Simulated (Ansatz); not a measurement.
**BaO: how the settings move a single-point run**

Aim: see which settings change the result for BaO, by how much, and at what cost.

Program: Ansatz 0.2.0. Level of theory: reference: DFT, HSE06, plane waves, PAW. These are calculated values, not measurements.

5 further runs of the same task are left out: 1 for a known fault of the program, 4 that didn't finish.

**1. The starting structure**

It takes space group Fm-3m (No. 225, cubic). Conventional cell: a = 5.544 Å, b = 5.544 Å, c = 5.544 Å, α = 90.00°, β = 90.00°, γ = 90.00°. Around Ba (site symmetry m-3m) lie 6 O at 2.77 Å. O (site symmetry m-3m) has 6 Ba at 2.77 Å as nearest neighbours.

Coordinates:

```
CELL_PARAMETERS angstrom
0.00000 2.77194 2.77194
2.77194 0.00000 2.77194
2.77194 2.77194 0.00000
ATOMIC_POSITIONS crystal
Ba 0.00000 0.00000 0.00000
O 0.50000 0.50000 0.50000
```

**2. Baseline**

Contents of input.yaml:

```yaml
crystal:
  lattice:
    - [0.0, 2.7719428473, 2.7719428473]
    - [2.7719428473, 0.0, 2.7719428473]
    - [2.7719428473, 2.7719428473, 0.0]
  atoms:
    - { symbol: Ba, position: [0.0, 0.0, 0.0] }
    - { symbol: O, position: [0.5, 0.5, 0.5] }
kpoints:
  mp_grid: { grid: [4, 4, 4] }
hamiltonian:
  xc: hse06
scf:
  occupations: { method: fixed }
  n_extra_bands: 4
output:
  forces: true
  stress: true
  eigenvalues: true
  write_density: true
  write_potential: true
  elf: true
  volumetric_format: npy
```

Started as:

```console
> ansatz run input.yaml --threads 4 --pin off --max-ram 3686MiB --backend cpu --events-out ev --progress --plain --runs-dir out
```

**3. Changing settings: exchange pbe, correlation pbe, coeff 0.05, omega 0.3**

Edit input.yaml of step 2 so:

```diff
@@ -11,3 +11,3 @@
 hamiltonian:
-  xc: hse06
+  xc: { exchange: pbe, correlation: pbe, exx: { coeff: 0.05, omega: 0.3 } }
 scf:
@@ -19,5 +19 @@
   eigenvalues: true
-  write_density: true
-  write_potential: true
-  elf: true
-  volumetric_format: npy
```

**4. Variant: exchange pbe, correlation pbe, coeff 0.1, omega 0.2078**

Edit input.yaml of step 2 so:

```diff
@@ -11,3 +11,6 @@
 hamiltonian:
-  xc: hse06
+  xc:
+    exchange: pbe
+    correlation: pbe
+    exx: { coeff: 0.1, omega: 0.2078 }
 scf:
@@ -19,5 +22 @@
   eigenvalues: true
-  write_density: true
-  write_potential: true
-  elf: true
-  volumetric_format: npy
```

**5. Changed: exchange pbe, correlation pbe, coeff 0.4, omega 0.3**

Edit input.yaml of step 2 so:

```diff
@@ -11,3 +11,3 @@
 hamiltonian:
-  xc: hse06
+  xc: { exchange: pbe, correlation: pbe, exx: { coeff: 0.4, omega: 0.3 } }
 scf:
@@ -19,5 +19 @@
   eigenvalues: true
-  write_density: true
-  write_potential: true
-  elf: true
-  volumetric_format: npy
```

**6. Variant: ecutwfc 500**

Edit input.yaml of step 2 so:

```diff
@@ -19,5 +19,3 @@
   eigenvalues: true
-  write_density: true
-  write_potential: true
-  elf: true
-  volumetric_format: npy
+basis:
+  ecutwfc: 500
```

Q: Predict the outcome of this session. Wanted: for each run, ending; energy change; pressure; gap; force.

The runs gave:

| run | ending | energy change | pressure (GPa) | gap (eV) | force (eV/Å) | cycles | time |
| --- | --- | --- | --- | --- | --- | --- | --- |
| reference | converged | 0 | -0.5 | 3.32 | 0.00 | 11 | 34 s |
| 1: exchange pbe, correlation pbe, coeff 0.05, omega 0.3 | converged | not comparable | 0.8 | 2.25 | 0.00 | 10 | 34 s |
| 2: exchange pbe, correlation pbe, coeff 0.1, omega 0.2078 | converged | not comparable | 0.5 | 2.54 | 0.00 | 10 | 34 s |
| 3: exchange pbe, correlation pbe, coeff 0.4, omega 0.3 | converged | not comparable | -1.3 | 3.73 | 0.00 | 12 | 37 s |
| 4: ecutwfc 500 | converged | -1.8 meV/atom | -0.5 | 3.32 | 0.00 | 12 | 39 s |

Times don't compare one to one where runs were asked for different outputs or read a saved state (see the inputs); cycles may leave out searches for a lower state.

Residual by cycle in the longest SCF loop of each run; runs are numbered as in the table. The quantity is the density residual dr2, in eV.

```csv
cycle,reference,run 1,run 2,run 3,run 4
1,0.0631,0.00544,0.0164,0.119,0.0608
2,0.0398,0.00603,0.0154,0.06,0.0384
3,0.00205,6.8e-5,3.1e-4,0.0056,0.00208
4,5.2e-4,8.1e-7,1.9e-5,0.00179,5.6e-4
5,7.9e-6,9.8e-8,5.6e-7,4.3e-5,9.2e-6
6,9.7e-7,-,7.2e-8,6.7e-6,1.0e-6
```

What this shows: «ecutwfc 500» moves the energy by -1.8 meV/atom. The gap of the reference lacks spin-orbit coupling, though the cell holds Ba.
